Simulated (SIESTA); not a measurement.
Pb:

```
Pb
1.0
     0.01933    2.46287    2.45281
     2.50286   -0.00675    2.47889
     2.48132    2.46742    0.01479
Pb
1
Cartesian
  0.0000 0.0000 0.0000
```

Base run:

| Item | Value |
| --- | --- |
| Program | SIESTA 5.4.2 |
| Functional | vdW-DF-C09 |
| Potentials or basis | PseudoDojo 0.4 standard (PBE files) |
| Basis | DZP (energy shift 0.003 Ry; two zetas on semicore shells) |
| Grid cutoff | 500 Ry |
| Energy shift | 0.003 Ry |
| k mesh | 9 × 9 × 9 |
| Occupations | fermi-dirac, width 0.05 eV |
| Spin | no spin polarisation |

Its results: band gap on the k mesh none (metal or under the smearing width); pressure 0.4 GPa.

The run is repeated on the same cell with these changes: functional from vdW-DF-C09 to vdW-DF2. What comes out?

Band gap on the k mesh none (metal or under the smearing width); pressure 8.9 GPa.

Caveats: the potentials were made for another functional, which shifts forces and pressure; the basis of atomic orbitals isn't converged, which shifts pressures, moduli and gaps.

Not every run made on this cell is shown here.
